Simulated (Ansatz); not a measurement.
# AlH5: one candidate of a structure search, part 3 of 3

Aim: relax a trial structure of AlH5 and see where it ends.

Ansatz 0.2.0; DFT PBE, scalar-relativistic, plane waves, PAW. Earlier steps stand in the parts before.

### Step 5. Relaxation on the finer mesh

The end of the coarse run is made exact in the group found at a tolerance of 0.06 Å and reduced to its primitive cell.

The input, input.yaml:

```yaml
crystal:
  lattice:
    - [3.7055647923, 0.0, 0.0]
    - [-1.8527823962, 3.2091132455, 0.0]
    - [0.0, 0.0, 2.658832546]
  atoms:
    - { symbol: Al, position: [0.0, 0.0, 0.5] }
    - { symbol: H, position: [0.3333333333, 0.6666666667, 0.5] }
    - { symbol: H, position: [0.0, 0.6572893984, 0.0] }
    - { symbol: H, position: [0.6572893984, 0.0, 0.0] }
    - { symbol: H, position: [0.3427106016, 0.3427106016, 0.0] }
    - { symbol: H, position: [0.6666666667, 0.3333333333, 0.5] }
basis:
  ecutwfc: 420
kpoints:
  mp_grid: { grid: [12, 12, 14] }
hamiltonian:
  xc: pbe
scf:
  occupations: { method: gaussian, width: 0.1 }
output:
  forces: true
  stress: true
  eigenvalues: true
relax:
  adjacent_minimum: "off"
  f_tol: 0.01
  max_steps: 80
  cell: { stress_tol: 0.05 }
```

On the command line:

```
$ ansatz run input.yaml --threads 1 --pin off --max-ram 2048MiB --backend cpu --events-out ev --progress --plain --runs-dir out
```

The log of the run:

```text
Warning: RAYON_NUM_THREADS=1 ignored (pool sized by the plan → 1); use --threads N
Engine: ansatz 0.2.0, aarch64-unknown-linux-gnu
Pseudopotentials: kind: paw
Pseudopotential: Al, paw, valence charge 3, recommended cutoff 420 eV (normal), Al.paw.azcp
Pseudopotential: H, paw, valence charge 1, recommended cutoff 420 eV (normal), H.paw.azcp
Functional definition: PBE
  parameter kappa = 0.804
  parameter beta = 0.06672455060314922
  exchange = pbe_x(kappa = kappa, mu = beta*pi^2/3)
  correlation = pbe_c(beta = beta)
Crystal: 6 atoms, lattice volume = 31.618 Å³
Basis set: ecut = 420 eV, 621 PW (Γ), exchange–correlation on 50×50×36 points (8 copies of the dense FFT grid, shifted against one another)
Bands: 10, of which v1, the nominal top of the filled ones, is band 4 counted from 1 (3 counted from 0)
Symmetry: 12 space group operations
Space group: P-62m (ITA 189), of the structure as read, at distance tolerance 3.2e-5 Å
k-points: 152 of 2016 (time reversal used)
Non-local potential: Al, projectors of the file, l = 0: 2, l = 1: 2, l = 2: 1
Non-local potential: H, projectors of the file, l = 0: 2, l = 1: 1
PAW form: soft (Blöchl's): semilocal exchange-correlation on the pseudo side does not see the compensation charge
PAW one-centre angular grid: Al, 110 points (default); XC on 64 Gauss nodes
PAW one-centre angular grid: H, 110 points (default); XC on 64 Gauss nodes
Initial density: superposition of atomic densities (neutral atoms: chi_scale 0, normalization atom), corrected by the library's trained network
Initial wavefunctions: pseudopotential atomic-orbital guess
Functional: x = pbe(κ = 0.804, μ = 0.2195149727645171), c = pbe(β = 0.06672455060314922)
SCF iter   1: F=—  HF=-612.570254 eV  |F-HF|=—  |Δ(HF+E_count)|=         —  Δρ=1.50e-2  dr2=7.08e-2  ethr=1.77e-3  ⟨swp⟩=5.1  Hψ=10037  notcnv=0  defer=21
preconditioner: auto → none  [metal: Δε(μ)=0.054 eV  Ē_g=12.590 eV  σ=0.100 eV  W_gap=0.28  n_scr=6 (ndim 8)  ℏωp=18.7 eV  f_vac=0.000  D(μ)=0.89/eV (n_scr^D=6)  sad-step TF]
SCF iter   2: F=—  HF=-612.557861 eV  |F-HF|=—  |Δ(HF+E_count)|=   1.24e-2  Δρ=1.02e-2  dr2=3.28e-2  ethr=8.85e-4  ⟨swp⟩=1.0  Hψ=2736  notcnv=0  defer=52
SCF iter   3: F=—  HF=-612.547248 eV  |F-HF|=—  |Δ(HF+E_count)|=   1.06e-2  Δρ=6.68e-4  dr2=4.18e-5  ethr=4.10e-4  ⟨swp⟩=2.1  Hψ=1805  notcnv=0  defer=52
SCF iter   4: F=—  HF=-612.547289 eV  |F-HF|=—  |Δ(HF+E_count)|=   4.08e-5  Δρ=1.44e-4  dr2=9.22e-6  ethr=5.22e-7  ⟨swp⟩=2.0  Hψ=1965  notcnv=0  defer=61
SCF iter   5: F=—  HF=-612.547286 eV  |F-HF|=—  |Δ(HF+E_count)|=   2.76e-6  Δρ=2.35e-5  dr2=1.05e-7  ethr=1.15e-7  ⟨swp⟩=1.8  Hψ=1689  notcnv=0  defer=61
SCF iter   6: F=-612.547286 eV  HF=-612.547286 eV  |F-HF|=3.21e-10  |Δ(HF+E_count)|=   7.54e-8  Δρ=2.19e-6  dr2=8.78e-10  ethr=1.25e-9  ⟨swp⟩=7.6  Hψ=7568  notcnv=0
SCF 1 converged in 6 iterations: F = -612.547286 eV  dr2 = 8.78e-10
relax step   1: F+E_penalty+E_count = -612.54728629 eV  Δ(F+E_penalty+E_count) = +0.000e0 eV  max|allowed force component| = 3.197e-2 eV/Å  Δτ_max = 0.0000 Å  P = +0.318 GPa  Ω = 31.618 Å³  (6 SCF iters, dr2 threshold 1.00e-7 eV, accepted)
Crystal: 6 atoms, lattice volume = 32.413 Å³
Basis set: ecut = 420 eV, 645 PW (Γ), exchange–correlation on 50×50×36 points (8 copies of the dense FFT grid, shifted against one another)
Initial density: handed on by an earlier stage of this run
Initial wavefunctions: those handed on with the density
iter 1 solved again at ethr=5.54e-5 eV; its pass at ethr=3.10e-3 eV (dr2=4.44e-3 eV) is discarded
SCF iter   1: F=—  HF=-612.556143 eV  |F-HF|=—  |Δ(HF+E_count)|=         —  Δρ=3.38e-3  dr2=4.44e-3  ethr=5.54e-5  ⟨swp⟩=1.4  Hψ=12019  notcnv=0
preconditioner: auto → none  [metal: Δε(μ)=0.026 eV  Ē_g=12.403 eV  σ=0.100 eV  W_gap=0.14  n_scr=6 (ndim 8)  ℏωp=18.4 eV  f_vac=0.000  D(μ)=0.71/eV (n_scr^D=6)]
SCF iter   2: F=—  HF=-612.554982 eV  |F-HF|=—  |Δ(HF+E_count)|=   1.16e-3  Δρ=1.35e-3  dr2=4.93e-4  ethr=5.54e-5  ⟨swp⟩=1.0  Hψ=1523  notcnv=0
SCF iter   3: F=—  HF=-612.554852 eV  |F-HF|=—  |Δ(HF+E_count)|=   1.30e-4  Δρ=2.65e-4  dr2=1.04e-5  ethr=6.16e-6  ⟨swp⟩=1.6  Hψ=1742  notcnv=0
iter 4 did not close the SCF: its close was put off for the readings that it lacked (scf_convergence_deferred on its scf_iter line)
SCF iter   4: F=-612.554857 eV  HF=-612.554857 eV  |F-HF|=4.91e-9  |Δ(HF+E_count)|=   5.35e-6  Δρ=1.19e-5  dr2=2.71e-8  ethr=1.31e-7  ⟨swp⟩=2.0  Hψ=2092  notcnv=0
iter 5 did not close the SCF: its close was put off for the readings that it lacked (scf_convergence_deferred on its scf_iter line)
SCF iter   5: F=-612.554857 eV  HF=-612.554857 eV  |F-HF|=2.80e-10  |Δ(HF+E_count)|=   1.07e-8  Δρ=1.78e-6  dr2=4.29e-10  ethr=3.38e-10  ⟨swp⟩=2.0  Hψ=2010  notcnv=0
SCF iter   6: F=-612.554857 eV  HF=-612.554857 eV  |F-HF|=4.55e-13  |Δ(HF+E_count)|=  3.42e-10  Δρ=1.11e-7  dr2=2.81e-12  ethr=5.36e-12  ⟨swp⟩=1.1  Hψ=4484  notcnv=0
SCF 2 converged in 6 iterations: F = -612.554857 eV  dr2 = 2.81e-12
relax step   2: F+E_penalty+E_count = -612.55485691 eV  Δ(F+E_penalty+E_count) = -7.571e-3 eV  max|allowed force component| = 1.950e-2 eV/Å  Δτ_max = 0.0181 Å  P = -0.944 GPa  Ω = 32.413 Å³  energy of the carried Pulay correction = -1.502e-3 eV  (6 SCF iters, dr2 threshold 6.00e-7 eV, accepted)
Crystal: 6 atoms, lattice volume = 31.957 Å³
iter 1 solved again at ethr=9.74e-6 eV; its pass at ethr=3.10e-3 eV (dr2=7.79e-4 eV) is discarded
SCF iter   1: F=—  HF=-612.553076 eV  |F-HF|=—  |Δ(HF+E_count)|=         —  Δρ=1.84e-3  dr2=7.82e-4  ethr=9.74e-6  ⟨swp⟩=1.3  Hψ=11947  notcnv=0
preconditioner: auto → none  [metal: Δε(μ)=0.032 eV  Ē_g=12.512 eV  σ=0.100 eV  W_gap=0.18  n_scr=6 (ndim 8)  ℏωp=18.6 eV  f_vac=0.000  D(μ)=0.73/eV (n_scr^D=6)]
SCF iter   2: F=—  HF=-612.552938 eV  |F-HF|=—  |Δ(HF+E_count)|=   1.37e-4  Δρ=9.01e-4  dr2=1.73e-4  ethr=9.74e-6  ⟨swp⟩=1.0  Hψ=1520  notcnv=0
SCF iter   3: F=—  HF=-612.552869 eV  |F-HF|=—  |Δ(HF+E_count)|=   6.87e-5  Δρ=4.82e-5  dr2=3.03e-7  ethr=2.16e-6  ⟨swp⟩=1.8  Hψ=1900  notcnv=0
iter 4 did not close the SCF: its close was put off for the readings that it lacked (scf_convergence_deferred on its scf_iter line)
SCF iter   4: F=-612.552870 eV  HF=-612.552870 eV  |F-HF|=7.78e-9  |Δ(HF+E_count)|=   3.71e-7  Δρ=7.05e-6  dr2=6.47e-9  ethr=3.79e-9  ⟨swp⟩=2.3  Hψ=2127  notcnv=0
iter 5 did not close the SCF: its close was put off for the readings that it lacked (scf_convergence_deferred on its scf_iter line)
SCF iter   5: F=-612.552870 eV  HF=-612.552870 eV  |F-HF|=1.07e-10  |Δ(HF+E_count)|=   8.84e-9  Δρ=1.25e-6  dr2=2.41e-10  ethr=8.08e-11  ⟨swp⟩=2.5  Hψ=2170  notcnv=0
SCF iter   6: F=-612.552870 eV  HF=-612.552870 eV  |F-HF|=4.55e-13  |Δ(HF+E_count)|=  1.65e-10  Δρ=9.68e-8  dr2=1.52e-12  ethr=3.02e-12  ⟨swp⟩=1.1  Hψ=4444  notcnv=0
SCF 3 converged in 6 iterations: F = -612.552870 eV  dr2 = 1.52e-12
relax step   3: F+E_penalty+E_count = -612.55286980 eV  Δ(F+E_penalty+E_count) = +1.987e-3 eV  max|allowed force component| = 6.769e-2 eV/Å  Δτ_max = 0.0189 Å  P = +0.377 GPa  Ω = 31.957 Å³  energy of the carried Pulay correction = -6.456e-4 eV  (6 SCF iters, dr2 threshold 6.00e-7 eV, rejected (line search))
[... 10 lines left out ...]
relax step   4: F+E_penalty+E_count = -612.55739271 eV  Δ(F+E_penalty+E_count) = -2.536e-3 eV  max|allowed force component| = 1.051e-2 eV/Å  Δτ_max = 0.0085 Å  P = -0.165 GPa  Ω = 32.101 Å³  energy of the carried Pulay correction = -9.170e-4 eV  (6 SCF iters, accepted)
[... 13 lines left out ...]
relax step   5: F+E_penalty+E_count = -612.55746186 eV  Δ(F+E_penalty+E_count) = -6.915e-5 eV  max|allowed force component| = 4.413e-3 eV/Å  Δτ_max = 0.0007 Å  P = -0.064 GPa  Ω = 32.083 Å³  energy of the carried Pulay correction = -8.840e-4 eV  (6 SCF iters, dr2 threshold 1.76e-7 eV, accepted)
[... 13 lines left out ...]
relax step   6: F+E_penalty+E_count = -612.55750059 eV  Δ(F+E_penalty+E_count) = -3.872e-5 eV  max|allowed force component| = 2.102e-4 eV/Å  Δτ_max = 0.0005 Å  P = -0.001 GPa  Ω = 32.066 Å³  energy of the carried Pulay correction = -8.523e-4 eV  (6 SCF iters, dr2 threshold 1.32e-8 eV, accepted)
[... 11 lines left out ...]
relax step   7: F+E_penalty+E_count = -612.55878179 eV  Δ(F+E_penalty+E_count) = -1.281e-3 eV  max|allowed force component| = 1.997e-4 eV/Å  Δτ_max = 0.0000 Å  P = +0.027 GPa  Ω = 32.066 Å³  stress off target by 7.52e-2 GPa  SCF on the basis re-selected at this cell (its energy is not comparable with the rows above)  (6 SCF iters)
[... 14 lines left out ...]
relax step   8: F+E_penalty+E_count = -612.55874013 eV  Δ(F+E_penalty+E_count) = +4.166e-5 eV  max|allowed force component| = 4.949e-4 eV/Å  Δτ_max = 0.0004 Å  P = -0.003 GPa  Ω = 32.089 Å³  energy of the carried Pulay correction = -5.066e-5 eV  (6 SCF iters, dr2 threshold 1.41e-8 eV, accepted)
iter 1 solved again at ethr=9.63e-8 eV; its pass at ethr=3.10e-3 eV (dr2=7.70e-6 eV) is discarded
SCF iter   1: F=—  HF=-612.558787 eV  |F-HF|=—  |Δ(HF+E_count)|=         —  Δρ=4.87e-6  dr2=3.00e-9  ethr=9.63e-8  ⟨swp⟩=2.5  Hψ=13776  notcnv=0
preconditioner: auto → none  [metal: Δε(μ)=0.014 eV  Ē_g=12.486 eV  σ=0.100 eV  W_gap=0.08  n_scr=6 (ndim 8)  ℏωp=18.5 eV  f_vac=0.000  D(μ)=0.66/eV (n_scr^D=6)]
SCF iter   2: F=—  HF=-612.558794 eV  |F-HF|=—  |Δ(HF+E_count)|=   7.06e-6  Δρ=2.85e-6  dr2=1.56e-9  ethr=3.75e-11  ⟨swp⟩=2.4  Hψ=2261  notcnv=0
SCF iter   3: F=—  HF=-612.558794 eV  |F-HF|=—  |Δ(HF+E_count)|=  1.65e-10  Δρ=2.06e-6  dr2=5.68e-10  ethr=1.95e-11  ⟨swp⟩=1.0  Hψ=1520  notcnv=0
iter 4 did not close the SCF: its close was put off for the readings that it lacked (scf_convergence_deferred on its scf_iter line)
SCF iter   4: F=-612.558794 eV  HF=-612.558794 eV  |F-HF|=2.57e-11  |Δ(HF+E_count)|=  6.28e-10  Δρ=3.55e-7  dr2=5.34e-11  ethr=7.10e-12  ⟨swp⟩=2.2  Hψ=2078  notcnv=0
iter 5 did not close the SCF: its close was put off for the readings that it lacked (scf_convergence_deferred on its scf_iter line)
SCF iter   5: F=-612.558794 eV  HF=-612.558794 eV  |F-HF|=5.34e-12  |Δ(HF+E_count)|=  7.96e-12  Δρ=1.85e-7  dr2=1.24e-11  ethr=1.00e-12  ⟨swp⟩=1.0  Hψ=1520  notcnv=0
SCF iter   6: F=-612.558794 eV  HF=-612.558794 eV  |F-HF|=1.02e-12  |Δ(HF+E_count)|=  1.71e-12  Δρ=9.66e-8  dr2=3.10e-12  ethr=1.00e-12  ⟨swp⟩=2.2  Hψ=4601  notcnv=0
SCF 9 converged in 6 iterations: F = -612.558794 eV  dr2 = 3.10e-12
relax step   9: F+E_penalty+E_count = -612.55879375 eV  Δ(F+E_penalty+E_count) = -5.362e-5 eV  max|allowed force component| = 4.763e-4 eV/Å  Δτ_max = 0.0000 Å  P = -0.003 GPa  Ω = 32.089 Å³  stress off target by 2.05e-2 GPa  SCF on the basis re-selected at this cell (its energy is not comparable with the rows above)  (6 SCF iters)
basis re-selected at this cell: Δ(F+E_penalty+E_count) = -5.362e-5 eV, ΔP = +0.000 GPa vs the last step (what re-selecting the basis moved, of the pressure what is left beyond the Pulay correction that the steps carried, after the strain that the cell walked since its last selection, with what the two solves' SCF thresholds leave and, on support functions, any second-order correction that the steps lacked; it is no measure of the basis error at this ecutwfc). This SCF's stress stands 2.05e-2 GPa from its target on what of the cell is left free (relax.cell.stress_tol is 5.00e-2 GPa) and its largest allowed force component is 4.76e-4 eV/Å (relax.f_tol is 1.00e-2 eV/Å): within both
SCF converged after 6 iterations
Free energy (F): -612.558794 eV
Harris-Foulkes:  -612.558794 eV  (|F-HF|=1.02e-12)
Internal energy: -612.555494 eV  (E = F + TS)
E sigma→0 (E₀):  -612.557144 eV
Entropy (-TS):   -0.003300 eV (-0.550 meV/atom)
Fermi energy:    4.718624 eV
--- Per-component energies (eV) ---
  E_band       = -2.733782
  E_kinetic    = 90.738402
  E_local      = -27.454976  (includes V_loc(G=0)·N_el)
  E_nonlocal   = 15.599279
  E_hartree    = 5.823969
  E_xc         = -84.474794
  E_vxc        = -87.148039  (∫ρ·V_xc dr)
  E_paw        = -469.286118  (= ΣΔE_a)
  E_vpaw       = -6.111055  (= ΣTr[D̂ρ^β])
  E_aug_tail   = -0.005333  (compensation charges beyond the density's cutoff)
  E_ewald      = -143.495923
  E_smearing   = -0.003300  (= −TS)
  E_closure    = -0.000000  (closes the sum)
  Σ components = -612.558794   (vs F -612.558794, Δ=0.00e0)
--- Forces (eV/Å), atoms counted from 1 ---
  atom   1  Al    -0.00000000     0.00000000     0.00000000
  atom   2  H      0.00000000    -0.00000000     0.00000000
  atom   3  H      0.00023813    -0.00041245    -0.00000000
  atom   4  H     -0.00047625    -0.00000000    -0.00000000
  atom   5  H      0.00023813     0.00041245     0.00000000
  atom   6  H     -0.00000000     0.00000000     0.00000000
  max |Σ_I F_I| component: 9.70e-18 eV/Å
--- Stress (GPa, compression-positive) ---
       -0.014914      -0.000000       0.000000
       -0.000000      -0.014914       0.000000
        0.000000       0.000000       0.020479
  P = ⅓ Tr σ = -0.0031 GPa (-0.031 kbar)
--- Band table (eV; the first three rows and the last of 152) ---
  k-point 0: bands = ["-8.1104", "2.4878", "2.4878", "4.2622", "5.0345", "8.5906", "8.5906", "12.9888", "14.9368", "22.3744"]
  k-point 1: bands = ["-8.0035", "2.5723", "2.5723", "4.3370", "4.9178", "8.6949", "8.6949", "11.6141", "16.4710", "20.9617"]
  k-point 2: bands = ["-7.6833", "2.8206", "2.8206", "4.4345", "4.5539", "9.0066", "9.0066", "10.1331", "18.0257", "18.6838"]
  k-point 151: bands = ["-0.6733", "1.0847", "1.0847", "1.3350", "1.3350", "4.4349", "13.9069", "13.9069", "15.1662", "16.0843"]
--- Relaxed structure (7 steps of the walk, 6 accepted, 2 SCFs on fresh bases) ---
  F+E_penalty+E_count = -612.55879375 eV   max|allowed force component| = 4.763e-4 eV/Å   (the final SCF, on the basis selected at the relaxed cell)
  cell:  # Å, volume = 32.0892 Å³
    - [3.7645511820821094, 2.9327071423185795e-11, 0.0]
    - [-1.8822755910664526, 3.260196957515181, 0.0]
    - [0.0, 0.0, 2.614576070043462]
  atoms:
    - { symbol: Al, position: [1.0320694436150446e-19, -1.1543243068468047e-19, 0.5000000000000001] }
    - { symbol: H, position: [0.3333333333333333, 0.6666666666666669, 0.5000000000000001] }
    - { symbol: H, position: [5.551115123125783e-17, 0.6603214488280045, 0.0] }
    - { symbol: H, position: [0.6603214488280043, -1.7639396422306092e-19, 0.0] }
    - { symbol: H, position: [0.33967855117199575, 0.3396785511719958, 0.0] }
    - { symbol: H, position: [0.6666666666666669, 0.33333333333333337, 0.5000000000000001] }
```

It took 53 s on 1 thread of Arm Neoverse V1, shared host; peak memory 0.35 GiB.

Step by step:

| step | E - E(step 1) (eV/cell) | largest force component (eV/Å) | pressure (GPa) | volume (Å³) |
| --- | --- | --- | --- | --- |
| 1 | 0.0000 | 0.0320 | 0.32 | 31.62 |
| 2 | -0.0076 | 0.0195 | -0.94 | 32.41 |
| 3 | -0.0056 | 0.0677 | 0.38 | 31.96 |
| 4 | -0.0101 | 0.0105 | -0.16 | 32.10 |
| 5 | -0.0102 | 0.0044 | -0.06 | 32.08 |
| 6 | -0.0102 | 0.0002 | 0.00 | 32.07 |
| 7 | -0.0115 | 0.0002 | 0.03 | 32.07 |
| 8 | -0.0115 | 0.0005 | 0.00 | 32.09 |
| 9 | -0.0115 | 0.0005 | 0.00 | 32.09 |

Step 1 is the start. Steps 7, 9 each repeat the geometry before them on a plane-wave basis chosen anew, so the energy can jump there without any move. Step 3 was tried and not accepted.

|  | before | after | change |
| --- | --- | --- | --- |
| a (Å) | 3.706 | 3.765 | +1.6 % |
| b (Å) | 3.706 | 3.765 | +1.6 % |
| c (Å) | 2.659 | 2.615 | -1.7 % |
| volume (Å³/atom) | 5.27 | 5.35 | +1.5 % |
| shortest distance (Å) | 1.803 | 1.804 | 0.0 % |
| space group (0.01 Å) | P-62m | P-62m | same |

Forces and stress were held to the start's 12 operations: a distortion of lower symmetry was not tested.

### Step 6. Variant: dispersion d3bjatm, scf.algorithm density_mixing

The input, input.yaml:

```yaml
crystal:
  lattice:
    - [3.7645511821, 0.0, 0.0]
    - [-1.8822755911, 3.2601969575, 0.0]
    - [0.0, 0.0, 2.61457607]
  atoms:
    - { symbol: Al, position: [0.0, 0.0, 0.5] }
    - { symbol: H, position: [0.3333333333, 0.6666666667, 0.5] }
    - { symbol: H, position: [0.0, 0.6603214488, 0.0] }
    - { symbol: H, position: [0.6603214488, 0.0, 0.0] }
    - { symbol: H, position: [0.3396785512, 0.3396785512, 0.0] }
    - { symbol: H, position: [0.6666666667, 0.3333333333, 0.5] }
basis:
  ecutwfc: 420
kpoints:
  mp_grid: { grid: [12, 12, 14] }
hamiltonian:
  xc: pbe
  dispersion: d3bjatm
scf:
  occupations: { method: gaussian, width: 0.1 }
  algorithm: density_mixing
output:
  forces: true
  eigenvalues: true
  stress: true
```

On the command line:

```
$ ansatz run input.yaml --threads 1 --pin off --max-ram 2048MiB --backend cpu --events-out ev --progress --plain --runs-dir out
```

The log of the run, cut to the lines that bear on the results:

```text
Warning: RAYON_NUM_THREADS=1 ignored (pool sized by the plan → 1); use --threads N
[...]
[... 4 set-up lines as earlier in the session ...]
[...]
Crystal: 6 atoms, lattice volume = 32.089 Å³
[...]
  atom   5  H      0.00046113     0.00079871     0.00000000
  atom   6  H      0.00000000    -0.00000000     0.00000000
[...]
--- Stress (GPa, compression-positive) ---
        0.465037      -0.000000       0.000000
       -0.000000       0.465037       0.000000
        0.000000       0.000000      -3.479907
  P = ⅓ Tr σ = -0.8499 GPa (-8.499 kbar)
--- Band table (eV; the first three rows and the last of 152) ---
  k-point 0: bands = ["-8.1104", "2.4878", "2.4878", "4.2622", "5.0345", "8.5906", "8.5906", "12.9888", "14.9368", "22.3744"]
[...]
```

Wall time 7.3 s (1 thread of Arm Neoverse V1, shared host); peak memory 0.33 GiB.

```tsv
run	ending	energy change	pressure (GPa)	gap (eV)	force (eV/Å)	cycles	time
step 5	converged	0	0.0	0.00	0.00	-	53 s
variant	converged	-125.9 meV/atom (offset of the dispersion model)	-0.8	0.00	0.00	6	7.3 s
```

Changing the dispersion term and solver moves the energy by -125.9 meV/atom, and the pressure goes from 0.0 to -0.8 GPa. The dispersion term adds attraction between atoms and pulls the pressure down.

### Step 7. Results

What follows sums up all 3 parts. Changes of volume or cell count from the first structure of part 1.

```
                                                              quantity                                                                       value
                                symmetry at the end (tolerance 0.05 Å)                                                 space group P-62m (No. 189)
                                                     conventional cell  a = 3.765 Å, b = 3.765 Å, c = 2.615 Å, α = 90.00°, β = 90.00°, γ = 120.00°
                                                                volume                                                                5.35 Å³/atom
energy over the elements (uncorrected; H, N, O, F and Cl as molecules)                                                               +0.72 eV/atom
                                                       gap on the mesh                                                                none (metal)
```

The space group P-62m (No. 189) is kept, and the volume per atom shrinks by 55.7 % from the first guess. The formation energy is positive, so the separate elements lie lower. No finished test with a distortion of lower symmetry is shown, so the end may be a saddle point.
